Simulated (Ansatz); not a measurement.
A (001) slab of relaxed bulk Ta (Im-3m, 18.28 Å³/atom, gap on the mesh 0.00 eV), 4 planes in a 6×1 cell with the lowest 2 held; added atoms sit on lattice sites of the next plane. A dipole correction is on. The surface energy is the mean of the held and the free face; step energies are per length and the mean of the stripe's two steps, which run along the shortest translation of the plane; step and island energies count from the flat slab and bulk atoms.

Computed with Ansatz 0.2.0, DFT PBE, scalar-relativistic, plane waves, PAW.

Plane waves to 420 eV, a k mesh through Γ of 2×10×1 on the computed 26-atom cell and Gaussian smearing (0.10 eV); no spin polarisation.

Start (stripe of 2 atoms):

```xyz
26
Lattice="19.9127 0.0000 0.0000 0.0000 3.3188 0.0000 0.0000 0.0000 18.6376" Properties=species:S:1:pos:R:3 pbc="T T T"
Ta    0.0000    0.0000    1.5000
Ta    1.6594    1.6594    3.1594
Ta    3.3188    0.0000    1.5000
Ta    4.9782    1.6594    3.1594
Ta    6.6376    0.0000    1.5000
Ta    8.2970    1.6594    3.1594
Ta    9.9564    0.0000    1.5000
Ta   11.6158    1.6594    3.1594
Ta   13.2752    0.0000    1.5000
Ta   14.9346    1.6594    3.1594
Ta   16.5939    0.0000    1.5000
Ta   18.2533    1.6594    3.1594
Ta    0.0000    0.0000    4.8188
Ta    1.6594    1.6594    6.4782
Ta    3.3188    0.0000    4.8188
Ta    4.9782    1.6594    6.4782
Ta    6.6376    0.0000    4.8188
Ta    8.2970    1.6594    6.4782
Ta    9.9564    0.0000    4.8188
Ta   11.6158    1.6594    6.4782
Ta   13.2752    0.0000    4.8188
Ta   14.9346    1.6594    6.4782
Ta   16.5939    0.0000    4.8188
Ta   18.2533    1.6594    6.4782
Ta    0.0000    0.0000    8.1376
Ta    3.3188    0.0000    8.1376
```

Problem. Give the relaxed structure and its energy.

Solution. The free energy falls by 27 meV/atom.

- step energy (meV/Å): -25
- gap on the mesh (eV): 0

Relaxed structure:
```xyz
26
Lattice="19.9127 0.0000 0.0000 0.0000 3.3188 0.0000 0.0000 0.0000 18.6376" Properties=species:S:1:pos:R:3 pbc="T T T"
Ta    0.0000    0.0000    1.5000
Ta    1.6594    1.6594    3.1594
Ta    3.3188    0.0000    1.5000
Ta    4.9782    1.6594    3.1594
Ta    6.6376    0.0000    1.5000
Ta    8.2970    1.6594    3.1594
Ta    9.9564    0.0000    1.5000
Ta   11.6158    1.6594    3.1594
Ta   13.2752    0.0000    1.5000
Ta   14.9346    1.6594    3.1594
Ta   16.5939    0.0000    1.5000
Ta   18.2533    1.6594    3.1594
Ta   -0.0233    0.0000    4.8112
Ta    1.6594    1.6594    6.4120
Ta    3.3421    0.0000    4.8112
Ta    4.9530    1.6594    6.5505
Ta    6.6257    0.0000    4.8217
Ta    8.2369    1.6594    6.3150
Ta    9.9451    0.0000    4.7962
Ta   11.6158    1.6594    6.2711
Ta   13.2864    0.0000    4.7962
Ta   14.9946    1.6594    6.3150
Ta   16.6059    0.0000    4.8217
Ta   18.2785    1.6594    6.5505
Ta    0.0887    0.0000    7.9259
Ta    3.2301    0.0000    7.9259
```

Spin-orbit coupling is left out, which matters for the bands of heavy elements.

Small energy differences in metals hang on the k mesh (about 10 mJ/m² or 1 to 2 meV/atom on the mesh of the relaxation).

The run took 16 min on 4 threads of Intel(R) Xeon(R) Processor @ 2.50GHz (Skylake/Cascade Lake) (shared host), peak memory 5.3 GiB.